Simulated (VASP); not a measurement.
# Ta in VASP: further runs

Runs on Ta. Level: PBE. Tasks: single point.

All numbers are computed with VASP 6.6.1; they aren't measurements. Logs are shortened: lines on timing, memory, paths and dates and some standing lists are left out, and cuts for length are marked.

## (1) Starting point

The cell holds a sheet with vacuum, 2 atoms: a = 2.719 Å, b = 2.719 Å, c = 28.487 Å, α = 90.00°, β = 90.00°, γ = 90.00°.

The cell was built by a generator and needn't be a form met in nature.

## (2) Single point, PBE

INCAR reads:

```
  PREC = Accurate
  ENCUT = 520
  EDIFF = 1E-6
  ISMEAR = 0
  SIGMA = 0.1
  LREAL = F
  LASPH = T
  NELM = 100
  ALGO = Fast
  ISIF = 2
  LWAVE = F
  LCHARG = T
  LDIPOL = T
  IDIPOL = 3
  DIPOL = 0.5 0.5 0.263
  GGA = PE
  LELF = T
  LVHAR = T
  LVACPOTAV = T
  NBANDS = 18
```

KPOINTS reads:

```
regular mesh
0
Gamma
  20 20 1
```

POSCAR reads:

```
Ta
1.0
    2.7189843391      0.0000000000      0.0000000000
    0.0000000000      2.7189843391      0.0000000000
    0.0000000000      0.0000000000     28.4866442270
Ta
2
Direct
    1.0000000000      0.5000000000      0.3026376178
    0.5000000000      0.0000000000      0.2239249313
```

Potentials or basis: VASP PAW PBE potentials, release 64 (Ta_pv).

Run with:

```
> cat potpaw_PBE.64/Ta_pv/POTCAR > POTCAR
> mpirun -np 1 vasp_std > vasp.out
```

OUTCAR:

```text
PREC = Accurate
   ENCUT = 520
   EDIFF = 1E-6
   ISMEAR = 0
   LREAL = F
   LASPH = T
   NELM = 100
   ISIF = 2
   GGA = PE

 ion  position               nearest neighbor table
   1  0.000  0.500  0.303-   2 2.95   2 2.95   2 2.95   2 2.95
   2  0.500  0.000  0.224-   1 2.95   1 2.95   1 2.95   1 2.95

  LATTYP: Found a simple tetragonal cell.
 ALAT       =     2.7189843391
 C/A-ratio  =    10.4769431061

  Lattice vectors:

 A1 = (   2.7189843391,   0.0000000000,   0.0000000000)
 A2 = (   0.0000000000,   2.7189843391,   0.0000000000)
 A3 = (   0.0000000000,   0.0000000000,  28.4866442270)

Analysis of symmetry for initial positions (statically):
=====================================================================
 Subroutine PRICEL returns:
 Original cell was already a primitive cell.

 Routine SETGRP: Setting up the symmetry group for a
 simple tetragonal supercell.

 Subroutine GETGRP returns: Found 16 space group operations
 (whereof  4 operations were pure point group operations)
 out of a pool of 16 trial point group operations.

The static configuration has the point symmetry C_2v.
 The point group associated with its full space group is D_4h.

Analysis of symmetry for dynamics (positions and initial velocities):
=====================================================================
 Subroutine PRICEL returns:
 Original cell was already a primitive cell.

 Routine SETGRP: Setting up the symmetry group for a
 simple tetragonal supercell.

 Subroutine GETGRP returns: Found 16 space group operations
 (whereof  4 operations were pure point group operations)
 out of a pool of 16 trial point group operations.

The dynamic configuration has the point symmetry C_2v.
 The point group associated with its full space group is D_4h.

 Subroutine INISYM returns: Found 16 space group operations
 (whereof  4 operations are pure point group operations),
 and found     1 'primitive' translations

----------------------------------------------------------------------------------------

                                     Primitive cell

  volume of cell :     210.5982

  direct lattice vectors                    reciprocal lattice vectors
     2.718984339  0.000000000  0.000000000     0.367784391  0.000000000  0.000000000
     0.000000000  2.718984339  0.000000000     0.000000000  0.367784391  0.000000000
     0.000000000  0.000000000 28.486644227     0.000000000  0.000000000  0.035104170

  length of vectors
     2.718984339  2.718984339 28.486644227     0.367784391  0.367784391  0.035104170

  position of ions in fractional coordinates (direct lattice)
     0.000000000  0.500000000  0.302637618
     0.500000000  0.000000000  0.223924931

  ion indices of the primitive-cell ions
   primitive index   ion index
                 1           1
                 2           2

----------------------------------------------------------------------------------------

 KPOINTS: regular mesh

Automatic generation of k-mesh.
 Grid dimensions read from file:
 generate k-points for:   20   20    1

 Generating k-lattice:

  Cartesian coordinates                     Fractional coordinates (reciprocal lattice)
     0.018389220  0.000000000  0.000000000     0.050000000  0.000000000  0.000000000
     0.000000000  0.018389220  0.000000000     0.000000000  0.050000000  0.000000000
     0.000000000  0.000000000  0.035104170     0.000000000  0.000000000  1.000000000

  Length of vectors
     0.018389220  0.018389220  0.035104170

  Shift w.r.t. Gamma in fractional coordinates (k-lattice)
     0.000000000  0.000000000  0.000000000

 Subroutine IBZKPT returns following result:
 ===========================================

 Found     66 irreducible k-points:

 Following reciprocal coordinates:
            Coordinates               Weight
  0.000000  0.000000  0.000000      1.000000
  0.050000  0.000000  0.000000      4.000000
  0.100000  0.000000  0.000000      4.000000
  0.150000  0.000000  0.000000      4.000000
  0.200000  0.000000  0.000000      4.000000
  0.250000  0.000000  0.000000      4.000000
[... 16 lines left out ...]
  0.150000  0.100000  0.000000      8.000000
  0.200000  0.100000  0.000000      8.000000
 [... further k-points ...]
   k-points           NKPTS =     66   k-points in BZ     NKDIM =     66   number of bands    NBANDS=     18
   number of dos      NEDOS =    301   number of ions     NIONS =      2
   total plane-waves  NPLWV =  86400
   dimension x,y,z NGX =    20 NGY =   20 NGZ =  216
   dimension x,y,z NGXF=    40 NGYF=   40 NGZF=  432
   ions per type =               2
   NGX,Y,Z   is equivalent  to a cutoff of  12.23, 12.23, 12.61 a.u.
   NGXF,Y,Z  is equivalent  to a cutoff of  24.46, 24.46, 25.21 a.u.
 SYSTEM =  unknown system
   PREC   = accura    normal or accurate (medium, high low for compatibility)
   ISTART =      0    job   : 0-new  1-cont  2-samecut
   ICHARG =      2    charge: 1-file 2-atom 10-const
   ISPIN  =      1    spin polarized calculation?
   LNONCOLLINEAR =      F non collinear calculations
   LSORBIT =      F    spin-orbit coupling
   LASPH  =      T    aspherical Exc in radial PAW
   ENCUT  =  520.0 eV  38.22 Ry    6.18 a.u.   5.06  5.06 52.97*2*pi/ulx,y,z
   NELM   =    100;   NELMIN=  2; NELMDL= -5     # of ELM steps
   EDIFF  = 0.1E-05   stopping-criterion for ELM
   LREAL  =      F    real-space projection
   EDIFFG = 0.1E-04   stopping-criterion for IOM
   NSW    =      0    number of steps for IOM
   IBRION =     -1    ionic relax: 0-MD 1-quasi-New 2-CG
   NFREE  =      0    steps in history (QN), initial steepest desc. (CG)
   ISIF   =      2    stress and relaxation
   ISYM   =      2    0-nonsym 1-usesym 2-fastsym
   POTIM  = 0.5000    time-step for ionic-motion
   TEBEG  =    0.0;   TEEND  =   0.0 temperature during run
   PSTRESS=    0.0 pullay stress
   NELECT =      22.0000    total number of electrons
   NUPDOWN=      -1.0000    fix difference up-down
   EMIN   =  10.00;   EMAX   =-10.00  energy-range for DOS
   EFERMI =   0.00;   METHOD = LEGACY
   ISMEAR =     0;   SIGMA  =   0.10  broadening in eV -4-tet -1-fermi 0-gaus
   EFERMI_NEDOS =   21; number of points for ismear=-14 and -15
   IALGO  =     68    algorithm
   IMIX   =      4    mixing-type and parameters
     AMIX     =   0.40;   BMIX     =  1.00
     AMIX_MAG =   1.60;   BMIX_MAG =  1.00
  volume/ion in A,a.u.               =     105.30       710.59
  Fermi-wavevector in a.u.,A,eV,Ry     =   0.771017  1.457012  8.088225  0.594468
  Thomas-Fermi vector in A             =   1.872345
   LORBIT       =      0    0 simple, 1 ext, 2 COOP (PROOUT), +10 PAW based schemes
   GGA     = PE    functional components
   LHFCALC =     F    Hartree Fock is set to
   AEXX    =    0.0000 exact exchange contribution
   IVDW    =     0    specifies the selected vdW correction
   LEPSILON=     F    determine dielectric tensor
   LRPA    =     F    only Hartree local field effects (RPA)
 non-spin polarized calculation
 RMM-DIIS sequential band-by-band and
 Gauss-broadening in eV      SIGMA  =   0.10
  energy-cutoff  :      520.00
  volume of cell :      210.60
 maximum number of plane-waves:      5714
   NGX = 11   NGY = 11   NGZ =105

 dipolmoment           0.000000      0.000000     -0.000010 electrons x Angstroem

 number of electron      22.0000008 magnetization

 dipolmoment           0.000000      0.000000      0.000001 electrons x Angstroem

 Free energy of the ion-electron system (eV)
  ---------------------------------------------------
  ext. energy  EPLUGINS =         0.00000000
  ---------------------------------------------------
  free energy    TOTEN  =       -21.16166148 eV

  energy without entropy =      -21.14886188  energy(sigma->0) =      -21.15526168

 E-fermi :  -2.7135     XC(G=0):  -2.8560

 val. band max:       -2.7136528034   @ k =   0.4000   0.1000   0.0000
 cond. band min:      -2.7025718275   @ k =   0.3500   0.1000   0.0000
 fundamental gap:      0.0110809759
 Fermi energy:        -2.7135223507

 k-point     1 :       0.0000    0.0000    0.0000
  band No.  band energies     occupation
      1     -37.4079      2.00000
      2     -36.7881      2.00000
      3     -36.3838      2.00000
      4     -36.3838      2.00000
      5     -36.2283      2.00000
      6     -36.2283      2.00000
[... 10 lines left out ...]
     17       1.7265      0.00000
     18       2.5504      0.00000

 k-point     2 :       0.0500    0.0000    0.0000
  band No.  band energies     occupation
      1     -37.4019      2.00000
      2     -36.7917      2.00000
      3     -36.4122      2.00000
      4     -36.3801      2.00000
      5     -36.2614      2.00000
      6     -36.2265      2.00000
[... 10 lines left out ...]
     17       1.7371      0.00000
     18       2.4769      0.00000

 k-point     3 :       0.1000    0.0000    0.0000
  band No.  band energies     occupation
      1     -37.3849      2.00000
      2     -36.8060      2.00000
      3     -36.4904      2.00000
      4     -36.3693      2.00000
      5     -36.3562      2.00000
      6     -36.2212      2.00000
[... 10 lines left out ...]
     17       1.8167      0.00000
     18       2.1712      0.00000

 k-point     4 :       0.1500    0.0000    0.0000
  band No.  band energies     occupation
      1     -37.3592      2.00000
      2     -36.8461      2.00000
      3     -36.5928      2.00000
      4     -36.4994      2.00000
      5     -36.3522      2.00000
      6     -36.2132      2.00000
[... 375 lines left out ...]
      4     -36.4571      2.00000
      5     -36.3646      2.00000
      6     -36.3325      2.00000
[... 10 lines left out ...]
     17       2.1204      0.00000
     18       2.6081      0.00000

 k-point    23 :       0.1500    0.1000    0.0000
  band No.  band energies     occupation
      1     -37.3364      2.00000
      2     -36.8459      2.00000
      3     -36.5959      2.00000
      4     -36.4945      2.00000
      5     -36.4565      2.00000
      6     -36.3367      2.00000
[... 10 lines left out ...]
     17       2.1379      0.00000
     18       2.2298      0.00000

 k-point    24 :       0.2000    0.1000    0.0000
  band No.  band energies     occupation
      1     -37.3080      2.00000
      2     -36.9294      2.00000
      3     -36.6833      2.00000
      4     -36.6637      2.00000
      5     -36.4389      2.00000
      6     -36.3274      2.00000
[... 10 lines left out ...]
     17       1.8206      0.00000
     18       2.0287      0.00000

 [... further k-points ...]

------------------------ aborting loop because EDIFF is reached ----------------------------------------

  FORCE on cell =-STRESS in cart. coord.  units (eV):
  Direction    XX          YY          ZZ          XY          YZ          ZX
  --------------------------------------------------------------------------------------
  -------------------------------------------------------------------------------------
  Total        0.0348582      0.0348582      0.0143544      0.0000000      0.0000000      0.0000000
  in kB        0.2651920      0.2651920      0.1092043      0.0000000      0.0000000      0.0000000
  external PRESSURE =       0.2131961 kB  Pullay stress =       0.0000000 kB

 VOLUME and BASIS-vectors are now :
 -----------------------------------------------------------------------------
  energy-cutoff  :      520.00
  volume of cell :      210.60
      direct lattice vectors                 reciprocal lattice vectors
     2.718984339  0.000000000  0.000000000     0.367784391  0.000000000  0.000000000
     0.000000000  2.718984339  0.000000000     0.000000000  0.367784391  0.000000000
     0.000000000  0.000000000 28.486644227     0.000000000  0.000000000  0.035104170

 POSITION                                       TOTAL-FORCE (eV/Angst)
 -----------------------------------------------------------------------------------
      0.00000      1.35949      8.62113         0.000000      0.000000      0.010997
      1.35949      0.00000      6.37887         0.000000      0.000000     -0.010997
 -----------------------------------------------------------------------------------
    total drift:                               -0.000000      0.000000     -0.000025

  FREE ENERGIE OF THE ION-ELECTRON SYSTEM (eV)
  ---------------------------------------------------
  free  energy   TOTEN  =       -21.1616614827 eV

  energy  without entropy=      -21.1488618822  energy(sigma->0) =      -21.15526168

 vacuum level on the upper side and lower side of the slab         1.899         1.899
```

Wall time 3.5 min (1 thread of AMD EPYC 9R45 (Zen 5), shared host); peak memory 0.38 GiB.

Results:

```
Free energy                     : -21.1617 eV
Largest force                   : 0.011 eV/Å
Band gap on the k mesh          : none (metal or under the smearing width)
Work function of the upper face : 4.61 eV
Work function of the lower face : 4.61 eV
```

Forces in eV/Å, atoms in the order of the input:
```
Ta   0.000  0.000  0.011
Ta   0.000  0.000 -0.011
```

Spin-orbit coupling is left out, which matters for the levels of Ta.

(Continued in part 2 of 2.)
